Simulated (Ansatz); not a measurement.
Space group I4/mmm (No. 139). a = 2.968 Å, b = 2.968 Å, c = 4.079 Å, α = 90.00°, β = 90.00°, γ = 90.00°
```
atom site symmetry x y z
  Au    2a     4/mmm  0.5000  0.5000  0.5000
```

Equation of state of this Au structure (not necessarily the ground state), with shape and atoms relaxed at each volume where symmetry leaves them free. It has no gap at any of these volumes. Level of theory: DFT PBE, scalar-relativistic, plane waves, PAW in Ansatz 0.2.0.

Settings: cutoff 420 eV, Γ-centred mesh 14×14×10 on the computed 2-atom cell, Gaussian smearing of 0.10 eV; no spin polarisation.

```json
{"V (Å³/atom)": "15.810", "E − E(largest V) (meV/atom)": "88.94", "P (GPa)": "26.11"}
{"V (Å³/atom)": "16.349", "E − E(largest V) (meV/atom)": "16.19", "P (GPa)": "17.47"}
{"V (Å³/atom)": "16.888", "E − E(largest V) (meV/atom)": "-30.30", "P (GPa)": "10.44"}
{"V (Å³/atom)": "17.427", "E − E(largest V) (meV/atom)": "-55.44", "P (GPa)": "4.69"}
{"V (Å³/atom)": "17.966", "E − E(largest V) (meV/atom)": "-63.08", "P (GPa)": "0.00"}
{"V (Å³/atom)": "18.505", "E − E(largest V) (meV/atom)": "-56.40", "P (GPa)": "-3.81"}
{"V (Å³/atom)": "19.044", "E − E(largest V) (meV/atom)": "-38.20", "P (GPa)": "-6.86"}
{"V (Å³/atom)": "19.763", "E − E(largest V) (meV/atom)": "0.00", "P (GPa)": "-10.01"}
```

Fit a third-order Birch–Murnaghan equation to E(V).

V0 = 17.97 Å³/atom, B0 = 140 GPa, B0' = 5.9.

Spin-orbit coupling is left out, which matters for the bands of heavy elements.

Cost: 8 runs of about 2.1 core-minutes in all, on Intel Xeon 6975P-C (Granite Rapids) (shared hosts).